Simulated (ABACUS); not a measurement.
# FeO (Wuestite) (Fm-3m) in ABACUS: further runs, part 2 of 2

ABACUS 3.10.1. The steps go on from the part before.

## 5. Equation of state, PBE, collinear spin, ferromagnetic start, 9.61 Å³/atom (volume scaled by 0.96)

The input, INPUT:

```
INPUT_PARAMETERS
suffix              FeO
calculation         scf
basis_type          lcao
pseudo_dir          ./
orbital_dir         ./
symmetry            1
dft_functional      pbe
ecutwfc             100
pseudo_rcut         10
nspin               2
nbands              14
ks_solver           genelpa
smearing_method     fd
smearing_sigma      0.00367493
scf_thr             1e-07
scf_nmax            100
mixing_type         broyden
mixing_beta         0.4
cal_force           1
cal_stress          1
out_mul             1
```

The input, STRU:

```
ATOMIC_SPECIES
Fe 55.8450 Fe_ONCV_PBE-1.2.upf
O 15.9990 O_ONCV_PBE-1.2.upf

NUMERICAL_ORBITAL
Fe_confined-atom_7au_2s1p1d.orb
O_confined-atom_6au_1s1p.orb

LATTICE_CONSTANT
1.8897261246

LATTICE_VECTORS
0.0000000000 2.1262694020 2.1262694020
2.1262694020 0.0000000000 2.1262694020
2.1262694020 2.1262694020 0.0000000000

ATOMIC_POSITIONS
Direct

Fe
0.0
1
0.0000000000 0.0000000000 0.0000000000 1 1 1 mag 3

O
0.0
1
0.5000000000 0.5000000000 0.5000000000 1 1 1 mag 0
```

The input, KPT:

```
K_POINTS
0
Gamma
10 10 10 0 0 0
```

Launch:

```
> OMP_NUM_THREADS=1 mpirun -np 4 abacus > log
```

Wall time 5.6 s (4 MPI ranks of AMD EPYC 9R14 (Zen 4), shared host); peak memory 0.36 GiB.

The run converged, but some of its settings lie outside the range that counts as converged, so its numbers aren't taken as properties of the crystal.

Results:

| Property | Result |
| --- | --- |
| Free energy | -3651.5281 eV |
| Pressure | 19.8 GPa |
| Band gap on the k mesh | none (metal or under the smearing width) |
| Net moment | 3.59 μB per cell |
| Absolute moment | 3.59 μB per cell |
| Site moments | Fe +3.26; O +0.33 μB |
| Mulliken charges | Fe +0.84; O -0.84 e |

Caveat: the atomic orbitals were generated for these runs and aren't a published set; Mulliken charges move with the basis; the basis of atomic orbitals isn't converged, which shifts pressures, moduli and gaps; a cell with one magnetic atom can't hold antiferromagnetic order, which such compounds often take; semilocal functionals often make such compounds metallic where correlation or magnetic order opens a gap, which also shifts bond lengths.

## 6. Equation of state, PBE, collinear spin, ferromagnetic start, 9.81 Å³/atom (volume scaled by 0.98)

INPUT is that of step 5.

Changes to STRU since step 5:

```diff
@@ -12,5 +12,5 @@
 LATTICE_VECTORS
-0.0000000000 2.1262694020 2.1262694020
-2.1262694020 0.0000000000 2.1262694020
-2.1262694020 2.1262694020 0.0000000000
+0.0000000000 2.1409337923 2.1409337923
+2.1409337923 0.0000000000 2.1409337923
+2.1409337923 2.1409337923 0.0000000000
```

KPT is that of step 5.

Potentials or basis: SG15 ONCV 1.2 PBE, SZ LCAO (the cutoffs set its grid).

Launch:

```
> OMP_NUM_THREADS=1 mpirun -np 4 abacus > log
```

It took 5.2 s on 4 MPI ranks of AMD EPYC 9R14 (Zen 4), shared host; peak memory 0.36 GiB.

The run converged, but some of its settings lie outside the range that counts as converged, so its numbers aren't taken as properties of the crystal.

Results:

```yaml
Free_energy: -3651.5726 eV
Pressure: 15.9 GPa
Band_gap_on_the_k_mesh: none (metal or under the smearing width)
Net_moment: 3.70 μB per cell
Absolute_moment: 3.70 μB per cell
Site_moments: Fe +3.33; O +0.37 μB
Mulliken_charges: Fe +0.84; O -0.84 e
```

Caveat: the atomic orbitals were generated for these runs and aren't a published set; Mulliken charges move with the basis; the basis of atomic orbitals isn't converged, which shifts pressures, moduli and gaps; a cell with one magnetic atom can't hold antiferromagnetic order, which such compounds often take; semilocal functionals often make such compounds metallic where correlation or magnetic order opens a gap, which also shifts bond lengths.

## 7. Equation of state, PBE, collinear spin, ferromagnetic start, 10.01 Å³/atom

INPUT is that of step 6.

Changes to STRU since step 6:

```diff
@@ -12,5 +12,5 @@
 LATTICE_VECTORS
-0.0000000000 2.1409337923 2.1409337923
-2.1409337923 0.0000000000 2.1409337923
-2.1409337923 2.1409337923 0.0000000000
+0.0000000000 2.1554000000 2.1554000000
+2.1554000000 0.0000000000 2.1554000000
+2.1554000000 2.1554000000 0.0000000000
```

KPT is that of step 6.

Launch:

```
> OMP_NUM_THREADS=1 mpirun -np 4 abacus > log
```

Wall time 4.8 s (4 MPI ranks of AMD EPYC 9R14 (Zen 4), shared host); peak memory 0.36 GiB.

The run converged, but some of its settings lie outside the range that counts as converged, so its numbers aren't taken as properties of the crystal.

Results:

```
Free energy            : -3651.6076 eV
Pressure               : 12.1 GPa
Band gap on the k mesh : none (metal or under the smearing width)
Net moment             : 3.77 μB per cell
Absolute moment        : 3.77 μB per cell
Site moments           : Fe +3.38; O +0.39 μB
Mulliken charges       : Fe +0.84; O -0.84 e
```

Caveat: the atomic orbitals were generated for these runs and aren't a published set; Mulliken charges move with the basis; the basis of atomic orbitals isn't converged, which shifts pressures, moduli and gaps; a cell with one magnetic atom can't hold antiferromagnetic order, which such compounds often take; semilocal functionals often make such compounds metallic where correlation or magnetic order opens a gap, which also shifts bond lengths.

## 8. Equation of state, PBE, collinear spin, ferromagnetic start, 10.21 Å³/atom (volume scaled by 1.02)

INPUT is that of step 7.

Changes to STRU since step 7:

```diff
@@ -12,5 +12,5 @@
 LATTICE_VECTORS
-0.0000000000 2.1554000000 2.1554000000
-2.1554000000 0.0000000000 2.1554000000
-2.1554000000 2.1554000000 0.0000000000
+0.0000000000 2.1696745882 2.1696745882
+2.1696745882 0.0000000000 2.1696745882
+2.1696745882 2.1696745882 0.0000000000
```

KPT is that of step 7.

Launch:

```
> OMP_NUM_THREADS=1 mpirun -np 4 abacus > log
```

It took 4.5 s on 4 MPI ranks of AMD EPYC 9R14 (Zen 4), shared host; peak memory 0.36 GiB.

The run converged, but some of its settings lie outside the range that counts as converged, so its numbers aren't taken as properties of the crystal.

Results:

```
Free energy            : -3651.6336 eV
Pressure               : 8.6 GPa
Band gap on the k mesh : none (metal or under the smearing width)
Net moment             : 3.83 μB per cell
Absolute moment        : 3.83 μB per cell
Site moments           : Fe +3.42; O +0.42 μB
Mulliken charges       : Fe +0.83; O -0.83 e
```

Caveat: the atomic orbitals were generated for these runs and aren't a published set; Mulliken charges move with the basis; the basis of atomic orbitals isn't converged, which shifts pressures, moduli and gaps; a cell with one magnetic atom can't hold antiferromagnetic order, which such compounds often take; semilocal functionals often make such compounds metallic where correlation or magnetic order opens a gap, which also shifts bond lengths.

## 9. Equation of state, PBE, collinear spin, ferromagnetic start, 10.41 Å³/atom (volume scaled by 1.04)

INPUT is that of step 8.

Changes to STRU since step 8:

```diff
@@ -12,5 +12,5 @@
 LATTICE_VECTORS
-0.0000000000 2.1696745882 2.1696745882
-2.1696745882 0.0000000000 2.1696745882
-2.1696745882 2.1696745882 0.0000000000
+0.0000000000 2.1837637790 2.1837637790
+2.1837637790 0.0000000000 2.1837637790
+2.1837637790 2.1837637790 0.0000000000
```

KPT is that of step 8.

Potentials or basis: SG15 ONCV 1.2 PBE, SZ LCAO (the cutoffs set its grid).

Launch:

```
> OMP_NUM_THREADS=1 mpirun -np 4 abacus > log
```

It took 4.3 s on 4 MPI ranks of AMD EPYC 9R14 (Zen 4), shared host; peak memory 0.36 GiB.

These settings aren't checked as converged: the numbers below hold their error.

Results:

* Free energy: -3651.6507 eV
* Pressure: 5.2 GPa
* Band gap on the k mesh: none (metal or under the smearing width)
* Net moment: 3.88 μB per cell
* Absolute moment: 3.88 μB per cell
* Site moments: Fe +3.45; O +0.43 μB
* Mulliken charges: Fe +0.83; O -0.83 e

Caveat: the atomic orbitals were generated for these runs and aren't a published set; Mulliken charges move with the basis; the basis of atomic orbitals isn't converged, which shifts pressures, moduli and gaps; a cell with one magnetic atom can't hold antiferromagnetic order, which such compounds often take; semilocal functionals often make such compounds metallic where correlation or magnetic order opens a gap, which also shifts bond lengths.

## 10. Equation of state, PBE, collinear spin, ferromagnetic start, 10.61 Å³/atom (volume scaled by 1.06)

INPUT is that of step 9.

Changes to STRU since step 9:

```diff
@@ -12,5 +12,5 @@
 LATTICE_VECTORS
-0.0000000000 2.1837637790 2.1837637790
-2.1837637790 0.0000000000 2.1837637790
-2.1837637790 2.1837637790 0.0000000000
+0.0000000000 2.1976734774 2.1976734774
+2.1976734774 0.0000000000 2.1976734774
+2.1976734774 2.1976734774 0.0000000000
```

KPT is that of step 9.

Launch:

```
> OMP_NUM_THREADS=1 mpirun -np 4 abacus > log
```

Wall time 4.4 s (4 MPI ranks of AMD EPYC 9R14 (Zen 4), shared host); peak memory 0.36 GiB.

The run converged, but some of its settings lie outside the range that counts as converged, so its numbers aren't taken as properties of the crystal.

Results:

```
Free energy            : -3651.6598 eV
Pressure               : 2.1 GPa
Band gap on the k mesh : none (metal or under the smearing width)
Net moment             : 3.91 μB per cell
Absolute moment        : 3.91 μB per cell
Site moments           : Fe +3.47; O +0.44 μB
Mulliken charges       : Fe +0.83; O -0.83 e
```

Caveat: the atomic orbitals were generated for these runs and aren't a published set; Mulliken charges move with the basis; the basis of atomic orbitals isn't converged, which shifts pressures, moduli and gaps; a cell with one magnetic atom can't hold antiferromagnetic order, which such compounds often take; semilocal functionals often make such compounds metallic where correlation or magnetic order opens a gap, which also shifts bond lengths.

## 11. Equation of state, PBE, collinear spin, ferromagnetic start

No new run: the results of the series are fitted here.

The run converged, but some of its settings lie outside the range that counts as converged, so its numbers aren't taken as properties of the crystal.

Results:

```yaml
Equilibrium_volume: "10.75 Å³/atom (rough: see the caveat)"
Bulk_modulus: 157 GPa (rough)
```

Caveat: the atomic orbitals were generated for these runs and aren't a published set; the fit is doubtful: noisy points or a state that changes with volume; the minimum lies outside the volumes run; the basis of atomic orbitals isn't converged, which shifts pressures, moduli and gaps.
